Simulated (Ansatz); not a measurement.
Crystal: WS2 (Tungstenite).

```
W S
1.0
     3.18000    0.00000    0.00000
    -1.59000    2.75396    0.00000
     0.00000    0.00000   12.50000
W S
2 4
Direct
  0.66667 0.33333 0.75000
  0.33333 0.66667 0.25000
  0.66667 0.33333 0.37500
  0.33333 0.66667 0.87500
  0.66667 0.33333 0.12500
  0.33333 0.66667 0.62500
```

Base run:

```yaml
Program: Ansatz 0.2.0
Functional: PBE
Potentials_or_basis: Ansatz PAW
Cutoff: "420 eV (not typed: the program's choice for these potentials)"
k_mesh: 10 × 10 × 3
Occupations: fermi-dirac, width 0.05 eV
Spin: no spin polarisation
Hubbard_terms: W d U = 2 eV
```

Its results: band gap on the k mesh 1.17 eV, indirect (least direct gap 2.01 eV); pressure 2.4 GPa; largest force 0.139 eV/Å.

Problem. The run is repeated on the same cell with these changes: hubbard terms from W d U = 2 eV to W d U = 5 eV. What comes out?

Solution. Band gap on the k mesh 1.26 eV, indirect (least direct gap 1.81 eV); pressure 2.7 GPa; largest force 0.158 eV/Å.

Caveats: the k mesh misses the band edges, so the gap on the mesh is wider than the one along the path; spin-orbit coupling is left out, which moves the levels of the heavy elements; this functional lacks dispersion, which binds the layers, so the pressure and a relaxed spacing across them are unreliable.
